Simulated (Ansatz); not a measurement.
Start from AgBr in the rock salt structure (space group Fm-3m, No. 225; a = 5.841 Å).

All numbers come from DFT with PBE, PAW potentials and a 420 eV plane-wave cutoff in Ansatz (a first-principles code), no spin-orbit coupling.

It is then changed as follows: every Br is replaced by Cl; the structure is relaxed again.

Measured lattice parameter a: AgBr 5.772 Å (temperature not stated; as listed in Subrata Jana, Abhilash Patra, Prasanjit Samal, The Journal of Chemical Physics (2018)); AgCl 5.546 Å (temperature not stated; as listed in Subrata Jana, Abhilash Patra, Prasanjit Samal, The Journal of Chemical Physics (2018)).

**Question.** How well does PBE reproduce the measured shift?

**Answer.** With PBE the lattice parameter a moves by -0.229 Å (5.841 → 5.611) against -0.226 Å measured.

Whether these cells are dynamically stable was not tested.
